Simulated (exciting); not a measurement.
Set up this calculation in exciting (release sodium), as the native input.

```yaml
Task: single point
Functional: RPBE
Potentials_or_basis: all-electron LAPW+lo, shipped species files, valence relativity iora*
rgkmax: 9
k_mesh: 9 × 9 × 5
Occupations: gaussian, width 0.05 eV
Spin: no spin polarisation
outputlevel: normal
gmaxvr_cutoff_of_density_and_potential: 14 1/bohr
lmaxapw_and_lmaxmat: 10
lmaxvr: 8
nempty: 18
Valence_relativity: iora*
epsengy: 1e-05 Ha
epspot: 1e-05 Ha
maxscl: 60
Muffin-tin_radii: Sc 2.0 bohr
```

Sc:

```
Sc
1.0
     3.30900    0.00000    0.00000
    -1.65450    2.86568    0.00000
     0.00000    0.00000    5.27330
Sc
2
Cartesian
  1.6545 0.9552 3.9550
  0.0000 1.9105 1.3183
```

One way to write it, as run:

input.xml

```xml
<input>
  <title>Sc</title>
  <structure speciespath="./" tshift="false">
    <crystal scale="1">
      <basevect>6.253103746387 0.000000000000 0.000000000000</basevect>
      <basevect>-3.126551873193 5.415346696828 0.000000000000</basevect>
      <basevect>0.000000000000 0.000000000000 9.965092772989</basevect>
    </crystal>
    <species speciesfile="Sc.xml" rmt="2">
      <atom coord="0.666666666700 0.333333333300 0.750000000000"/>
      <atom coord="0.333333333300 0.666666666700 0.250000000000"/>
    </species>
  </structure>
  <groundstate do="fromscratch" ngridk="9 9 5" rgkmax="9" gmaxvr="14" lmaxapw="10" lmaxmat="10" lmaxvr="8" stype="Gaussian" swidth="0.00183747" nempty="18" ValenceRelativity="iora*" epsengy="1e-05" epspot="1e-05" maxscl="60" tforce="true" outputlevel="normal">
    <libxc exchange="XC_GGA_X_RPBE" correlation="XC_GGA_C_PBE"/>
  </groundstate>
</input>
```

Potentials or basis: all-electron LAPW+lo, shipped species files, valence relativity iora*.

Command:

```console
$ OMP_NUM_THREADS=1 exciting_smp
```

Results of the run:

```json
{
  "Largest force": "0.003 eV/Å",
  "Band gap on the k mesh": "none (metal or under the smearing width)",
  "All electrons inside the program's atomic spheres": "Sc 18.43 (radii Sc 2.0 bohr)"
}
```

Caveat: the log's total energy holds no entropy term; the free energy is that total less TS from the occupations.

It took 4.4 min on 1 thread of Arm Neoverse V2, on a shared host, peak memory 0.14 GiB.
